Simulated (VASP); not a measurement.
A run of VASP 6.6.1:

File INCAR:

```
SYSTEM = HfC
PREC = Accurate
ENCUT = 600
EDIFF = 1E-7
ISMEAR = 0
SIGMA = 0.1
LREAL = .False.
LASPH = .True.
NELM = 60
ALGO = Normal
ISIF = 3
LWAVE = .False.
LCHARG = .False.
GGA = PE
IVDW = 12
IBRION = 2
NSW = 90
EDIFFG = -0.005
```

Contents of KPOINTS:

```
Automatic mesh
0
Gamma
  16 16 16
  0 0 0
```

Contents of POSCAR:

```
HfC
1.0
    0.0000000000      2.3171388400      2.3171388400
    2.3171388400      0.0000000000      2.3171388400
    2.3171388400      2.3171388400      0.0000000000
Hf C
1 1
Direct
    0.0000000000      0.0000000000      0.0000000000
    0.5000000000      0.5000000000      0.5000000000
```

Potentials or basis: VASP PAW PBE potentials, release 64 (Hf_pv, C).

Command:

```bash
$ cat potpaw_PBE.64/Hf_pv/POTCAR potpaw_PBE.64/C/POTCAR > POTCAR
$ mpirun -np 1 vasp_std > vasp.out
```

Hardware: 1 thread of AMD EPYC 9R14 (Zen 4), with other jobs on the host.

Problem. How long does it take, and how much memory?

Solution. It took 81 s on 1 thread of AMD EPYC 9R14 (Zen 4), on a shared host, peak memory 0.18 GiB. Counts: scf iterations 34, k points 145, ion steps 3.
